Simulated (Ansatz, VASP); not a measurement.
Os: VASP beside Ansatz

File INCAR:

```
PREC = Accurate
ENCUT = 520
EDIFF = 1E-6
ISMEAR = 0
SIGMA = 0.15
LREAL = False
LASPH = True
NELM = 60
ALGO = Normal
ISIF = 2
LWAVE = False
LCHARG = False
GGA = PS
NBANDS = 10
```

KPOINTS

```
Automatic mesh
0
Gamma
  20 20 20
```

Contents of POSCAR:

```
Os
1.0
    0.0000000000      1.9450000000      1.9450000000
    1.9450000000      0.0000000000      1.9450000000
    1.9450000000      1.9450000000      0.0000000000
Os
1
Direct
    0.0000000000      0.0000000000      0.0000000000
```

Input for Ansatz:

```yaml
crystal:
  lattice:
    - [0.0, 1.945, 1.945]
    - [1.945, 0.0, 1.945]
    - [1.945, 1.945, 0.0]
  atoms:
    - { symbol: Os, position: [0.0, 0.0, 0.0] }
basis:
  ecutwfc: 420
kpoints:
  mp_grid: { grid: [20, 20, 20] }
hamiltonian:
  xc: pbesol
scf:
  occupations: { method: gaussian, width: 0.15 }
output:
  forces: true
  stress: true
  eigenvalues: true
```

This isn't the form of Os at room conditions, which is hcp.

Alike in both runs: task single point; functional PBEsol; k mesh 20 × 20 × 20; occupations gaussian, width 0.15 eV; no spin polarisation.

|  | VASP | Ansatz |
| --- | --- | --- |
| version | VASP 6.6.1 | Ansatz 0.2.0 |
| potentials or method | VASP PAW PBE potentials, release 64 (Os) | scalar-relativistic, plane waves, PAW |
| plane-wave cutoff (eV) | 520 | 420 |
| valence electrons in the cell | 8 | 16 |

```tsv
	VASP	Ansatz	Ansatz less VASP
gap on the k mesh at the Fermi level (eV)	none	none	-
pressure (GPa)	-20.1	-20.1	+0.01
```

A gap of «none» marks a metal or a gap that the smearing closes. The two sets of potentials don't hold the same shells in valence.

Caveats: so large a pressure means that the cell lies far from this level's equilibrium, or that cutoff or potentials fall short (VASP); the potentials were made for another functional, which shifts forces and pressure (VASP). The runs have no spin-orbit coupling, so splittings on Os are missing.
